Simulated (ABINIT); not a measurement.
Here is an ABINIT 10.8.3 (patched build) calculation.

Contents of run.py:

```python
import json, os
import numpy as np
from ase.eos import EquationOfState
from ase.units import GPa
from ase.calculators.mixing import SumCalculator
from dftd3.ase import DFTD3
from ase.calculators.abinit import Abinit, AbinitProfile
from ase import Atoms

atoms = Atoms(['Ga', 'N'],
              cell=[[0.0, 2.2535006075, 2.2535006075], [2.2535006075, 0.0, 2.2535006075], [2.2535006075, 2.2535006075, 0.0]],
              scaled_positions=[[0.0, 0.0, 0.0], [0.25, 0.25, 0.25]],
              pbc=True)

profile = AbinitProfile(command='abinit', pp_paths=[os.path.abspath('pseudos')])
params = dict(
    pps='pawxml', xc='PBE',
    ecut=707.496,
    pawecutdg=1306.1465,
    pawxcdev=0,
    kptopt=1,
    ngkpt=[10, 10, 10],
    nshiftk=1,
    shiftk=[0.0, 0.0, 0.0],
    ixc=-110131,
    nband=13,
    occopt=3,
    tsmear=0.05,
    nstep=100,
    tolvrs=1e-09,
    prtwf=0,
    prtden=0,
)

cell0 = atoms.cell.copy()
volumes, energies = [], []
for i, x in enumerate([0.94, 0.96, 0.98, 1.0, 1.02, 1.04, 1.06]):
    atoms.set_cell(cell0 * x ** (1 / 3), scale_atoms=True)
    atoms.calc = SumCalculator([Abinit(profile=profile, directory=f'v{i}', **params), DFTD3(method='olyp', damping='d3zero')])
    volumes.append(atoms.get_volume() / len(atoms))
    dft, disp = atoms.calc.mixer.calcs
    energies.append((dft.get_property('free_energy', atoms) + disp.get_property('energy', atoms)) / len(atoms))
    print(f'{x:5.2f} {volumes[-1]:10.5f} A^3/atom {energies[-1]:14.6f} eV/atom', flush=True)
    json.dump(dict(volumes=volumes, energies=energies), open('results.json', 'w'))
v0, e0, b0 = EquationOfState(volumes, energies, eos='murnaghan').fit()
print(f'V0 {v0:.4f} A^3/atom  E0 {e0:.6f} eV/atom  B0 {b0 / GPa:.2f} GPa')
```

Potentials or basis: JTH PAW PBE v2.0.

Run with:

```console
$ python run.py
```

Estimate the equilibrium volume.

11.28 Å³/atom.

Estimate the bulk modulus.

183 GPa.

Predict the pressure derivative of the bulk modulus.

4.5.

Energy against volume, from the lowest point:
```csv
volume (Å³/atom),energy (meV/atom)
10.757,14.98
10.986,4.39
11.215,0.00
11.444,1.08
11.673,6.94
11.902,17.37
12.131,31.59
```

Caveat: pressures at fixed basis lie under the slope of the energies; the log and the count of SCF iterations are those of the last ABINIT call alone; the PAW data sets were made with another functional, which shifts forces and pressure a little.
